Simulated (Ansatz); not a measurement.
A run of Ansatz 0.2.0 is set up as follows.

input.yaml

```yaml
crystal:
  lattice:
    - [3.04209, 0.0, 0.0]
    - [-1.52104, 2.63452, 0.0]
    - [0.0, 0.0, 2.69797]
  atoms:
    - { symbol: Ti, position: [0.0, 0.0, 0.5] }
    - { symbol: C, position: [0.33333, 0.66667, 0.0] }
hamiltonian:
  xc: { exchange: pbesol, correlation: pbesol, exx: { coeff: 0.25 } }
  pseudopotentials: { kind: paw }
kpoints:
  mp_grid: { grid: [5, 5, 5] }
scf:
  occupations: { method: fermi_dirac, width: 0.05 }
output:
  forces: true
  stress: true
  eigenvalues: true
relax:
  f_tol: 0.01
  max_steps: 40
  cell: { stress_tol: 0.05 }
```

Potentials or basis: Ansatz PAW.

The run is started by

```bash
$ ansatz run input.yaml --threads 2 --pin off --max-ram 5632MiB --backend cpu --events-out ev --progress --plain --runs-dir out
```

(1) Estimate the relaxed cell.

(2) What does it give for the band gap on the k mesh?

(3) What does it give for the space group after relaxing (to 0.05 Å)?

(4) What does it give for the relaxed volume?

## Answers

(1) a = 3.017 Å, b = 3.017 Å, c = 2.641 Å, α = 90.00°, β = 90.00°, γ = 120.00°.

(2) none (metal or under the smearing width).

(3) P-6m2 (No. 187).

(4) 10.41 Å³/atom.

Caveat: the k mesh is coarse (spacing up to 0.48 Å⁻¹), so the values aren't converged, least of all with exact exchange; the PAW data sets come from PBE, with cores solved anew for the run's functional, which leaves a small shift of forces and pressure.
